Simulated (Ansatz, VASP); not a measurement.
# One calculation of S, two programs

```
S
1.0
     0.00000    1.95453    1.95453
     1.95453    0.00000    1.95453
     1.95453    1.95453    0.00000
S
1
Cartesian
  0.0000 0.0000 0.0000
```

Alike in both runs: functional PBEsol; k mesh 18 × 18 × 18; occupations fermi-dirac, width 0.08 eV; no spin polarisation.

Ansatz relaxed the structure, and its values are those at the end. VASP's run is a single point on that final structure, the one shown.

|  | VASP | Ansatz |
| --- | --- | --- |
| version | VASP 6.6.1 | Ansatz 0.2.0 |
| potentials or method | VASP PAW PBE potentials, release 64 (S) | PAW with Ansatz's default frozen-core files, scalar-relativistic |
| plane-wave cutoff (eV) | 520 | 420 |
| valence electrons in the cell | 6 | 6 |

```csv
,VASP,Ansatz,Ansatz less VASP
pressure (GPa),0.0,0.0,-0.05
```

Caveats: the PAW data sets were made with another functional, which shifts forces and pressure a little (VASP).
